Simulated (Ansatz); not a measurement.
# Pt: a short molecular-dynamics run

A trajectory of Pt, a distorted structure with 4 atoms that was not relaxed first: 60 steps of 1.5 fs under a Langevin thermostat at 900 K.

Program: Ansatz 0.2.0. Level of theory: DFT PBE, plane waves, PAW, scalar-relativistic, no spin polarisation. These are calculated values, not measurements.

## Step 1: The system as given

The cell holds 4 atoms (Pt4): a = 4.713 Å, b = 4.681 Å, c = 2.722 Å, α = 89.16°, β = 73.14°, γ = 100.72°.

Coordinates:

```
CELL_PARAMETERS angstrom
-1.93404 3.86347 1.88404
1.97066 -1.92216 3.78553
1.92941 1.91972 0.01940
ATOMIC_POSITIONS crystal
Pt 0.99515 0.99648 0.00087
Pt 0.04201 0.48824 0.47724
Pt 0.48790 0.76600 0.74669
Pt 0.45768 0.24650 0.29754
```

## Step 2: The run

The input, input.yaml:

```yaml
crystal:
  lattice:
    - [-1.934039, 3.863471, 1.884036]
    - [1.970658, -1.922156, 3.785533]
    - [1.929411, 1.919719, 0.019405]
  atoms:
    - { symbol: Pt, position: [0.995149, 0.996478, 0.000866] }
    - { symbol: Pt, position: [0.042014, 0.48824, 0.477241] }
    - { symbol: Pt, position: [0.487905, 0.766002, 0.746691] }
    - { symbol: Pt, position: [0.457678, 0.246496, 0.29754] }
kpoints:
  mp_grid: { grid: [3, 3, 6] }
magnetization:
  spin_polarized: false
scf:
  occupations: { method: fermi_dirac, width: 0.05 }
hamiltonian:
  pseudopotentials: { kind: paw }
  xc: pbe
basis:
  ecutwfc: 420
md:
  timestep: 1.5
  n_steps: 60
  ensemble: nvt_langevin
  temperature: 900.0
  initial_velocities: maxwell_boltzmann
  seed: 2150
```

Started as:

```bash
> ansatz run input.yaml --threads 2 --pin off --max-ram 2560MiB --backend cpu --events-out ev --progress --plain --runs-dir out
```

**Question.** What will these runs give? Wanted: temperature, first and last step; temperature, second half; potential energy, second half; mean square displacement, second half.

As calculated:

| quantity | value |
| --- | --- |
| length | 60 steps of 1.5 fs |
| temperature, first and last step | 675 and 1772 K |
| temperature, second half | mean 1423 K, from 828 to 1990 K |
| potential energy, second half | -215 meV/atom from the start |
| mean square displacement, second half | Pt 0.042 Å² |

In words: Against a set 900 K the second half averages 1423 K with a spread of 354 K (in equilibrium 4 atoms would scatter by about 367 K, over a far longer run); the potential energy of that half lies 215 meV/atom under the start, so the atoms have moved to lower-lying arrangements, and the energy set free heats the cell. No atom gets farther than 0.32 Å from its start, with the drift of the whole removed, against a typical distance of 2.4 Å between sites at the start. 90 fs on 4 atoms is far too short and small for converged averages. The k-mesh is coarse for this cell.
